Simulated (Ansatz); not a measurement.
Set up this calculation in Ansatz 0.2.0, as the native input.

```yaml
Task: single point
Functional: PBE
Potentials_or_basis: all-electron LAPW, scalar-relativistic
Cutoff: 378 eV (chosen from the basis error)
Basis_error_allowed: 0.001 eV/atom
k_mesh: 10 × 10 × 10
Occupations: gaussian, width 0.02 eV
Spin: no spin polarisation
```

The system is AlN.

```
CELL_PARAMETERS angstrom
0.00000 2.18399 2.18399
2.18399 0.00000 2.18399
2.18399 2.18399 0.00000
ATOMIC_POSITIONS crystal
Al 0.00000 0.00000 0.00000
N 0.25000 0.25000 0.25000
```

Measurements of this composition are mostly on another form, of space group No. 186.

These files were run (other wordings do the same):

input.yaml

```yaml
crystal:
  lattice:
    - [0.0, 2.1839935596, 2.1839935596]
    - [2.1839935596, 0.0, 2.1839935596]
    - [2.1839935596, 2.1839935596, 0.0]
  atoms:
    - { symbol: Al, position: [0.0, 0.0, 0.0] }
    - { symbol: "N", position: [0.25, 0.25, 0.25] }
kpoints:
  mp_grid: { grid: [10, 10, 10] }
scf:
  occupations: { method: gaussian, width: 0.02 }
hamiltonian:
  xc: pbe
  pseudopotentials: { kind: all_electron, lapw: { basis_error: 0.001 } }
output:
  forces: true
  stress: true
  eigenvalues: true
```

Potentials or basis: all-electron LAPW, scalar-relativistic.

Command:

```sh
$ ansatz run input.yaml --threads 1 --pin off --max-ram 3072MiB --backend cpu --events-out ev --progress --plain --runs-dir out
```

Results of the run:

The pressure is 4.8 GPa. The band gap on the k mesh is 3.32 eV, indirect (least direct gap 4.19 eV).

Run time: 5.2 s on 1 thread of Intel(R) Xeon(R) Platinum 8488C (Sapphire Rapids), with other jobs on the host, peak memory 0.29 GiB.
